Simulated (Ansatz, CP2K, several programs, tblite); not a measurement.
Energy against volume for a 2-atom cell of CaSe started from a crystallographic database, at fixed shape and fractional coordinates, computed by several methods (PBE and r2SCAN, where shown, with plane waves in Ansatz); the cell shown is that of r2SCAN. Space group Fm-3m (No. 225), cubic; a = 5.935 Å in the conventional setting, 26.13 Å³ an atom. Ca has 6 Se at 2.97 Å; Se has 6 Ca at 2.97 Å. No spin polarisation and no zero-point or thermal motion. Energies count from each curve's lowest point; fits are third-order Birch-Murnaghan.

```yaml
crystal:
  lattice:
    - [0.00000, 2.96753, 2.96753]
    - [2.96753, 0.00000, 2.96753]
    - [2.96753, 2.96753, 0.00000]
  atoms:
    - { symbol: Ca, position: [0.00000, 0.00000, 0.00000] }
    - { symbol: Se, position: [0.50000, 0.50000, 0.50000] }
```

GFN2-xTB (tblite), on the shape of the cell shown, as a cluster of 64 atoms at the zone centre:
```tsv
V (Å³/atom)	E (meV/atom)
22.997	170.39
24.565	109.54
26.133	75.10
27.701	0.00
29.269	0.02
```
The points scatter about the fit by more than 0.3 meV an atom, so no fit is quoted.

PBE/DZVP (CP2K), on the shape of the cell shown:
```
V (Å³/atom)  E (meV/atom)
     22.997        101.38
     24.565         29.73
     26.133          0.00
     27.701          1.60
     29.269         26.60
```
V₀ = 26.81 Å³ an atom and B₀ = 48 GPa.

**Question.** r2SCAN, on the shape of its own relaxed cell, gives
```
V (Å³/atom)  E (meV/atom)
     24.565         16.90
     25.349          3.99
     26.133          0.00
     26.917          3.65
     27.701         13.86
```
What equilibrium volume and bulk modulus follow?

**Answer.** V₀ = 26.13 Å³ an atom and B₀ = 52 GPa.

light PBE (260 eV and a coarse mesh), on the shape of the cell shown:
```tsv
V (Å³/atom)	E (meV/atom)
24.042	40.51
25.087	7.62
26.133	2.96
27.178	0.00
28.223	19.01
29.269	38.52
```
The points scatter about the fit by more than 0.3 meV an atom, since at so low a cutoff the number of plane waves jumps with the volume, so no fit is quoted.

**Question.** PBE, on the shape of its own relaxed cell, gives
```tsv
V (Å³/atom)	E (meV/atom)
24.864	15.63
25.658	3.67
26.451	0.00
27.245	3.45
28.038	13.01
```
What equilibrium volume and bulk modulus follow?

**Answer.** V₀ = 26.44 Å³ an atom and B₀ = 48 GPa.
